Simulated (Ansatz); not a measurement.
SnO, DFT, PBE, all-electron PAW with datasets made for the crystal, scalar-relativistic (Ansatz 0.2.0), run on 1 thread of Intel(R) Xeon(R) 6975P-C (Granite Rapids) on a shared host.

The cell is COD entry 9008956, as deposited and not checked against the literature; nothing was relaxed. The listed cell was then made from it by scaling, straining or moving an atom.

Command: `ansatz run input.yaml --threads 1 --pin off --max-ram 4096MiB --backend cpu --events-out ev --progress --plain --runs-dir out`

```yaml
crystal:
  lattice:
    - [3.84002, 0.0, 0.0]
    - [0.0, 3.84002, 0.0]
    - [0.0, 0.0, 4.836]
  atoms:
    - { symbol: Sn, position: [0.0, 0.5, 0.2385] }
    - { symbol: Sn, position: [0.5, 0.0, 0.7615] }
    - { symbol: O, position: [0.0, 0.0, 0.0] }
    - { symbol: O, position: [0.5, 0.5, 0.0] }
kpoints:
  mp_grid: { grid: [8, 8, 6] }
scf:
  occupations: { method: fermi_dirac, width: 0.01 }
hamiltonian:
  xc: pbe
  pseudopotentials: { kind: all_electron, datasets: crystal }
output:
  forces: true
  stress: true
  eigenvalues: true
  efg: { contact_densities: true }
```

Q: How large is the problem that the program sets up?

A: 60 irreducible k-points, 1019 plane waves at Γ, 24 bands.

Q: About how long does it take, and how much memory does it use?

A: 14 s of wall time for 11 SCF iterations, with a peak of 0.77 GiB. Times on shared machines scatter by tens of per cent.

Q: And the same cell and mesh by PAW with the default files, asked for forces, stress, eigenvalues, efg, write_density, write_potential, elf, on the same hardware?

A: 5 s, peak memory 0.48 GiB.
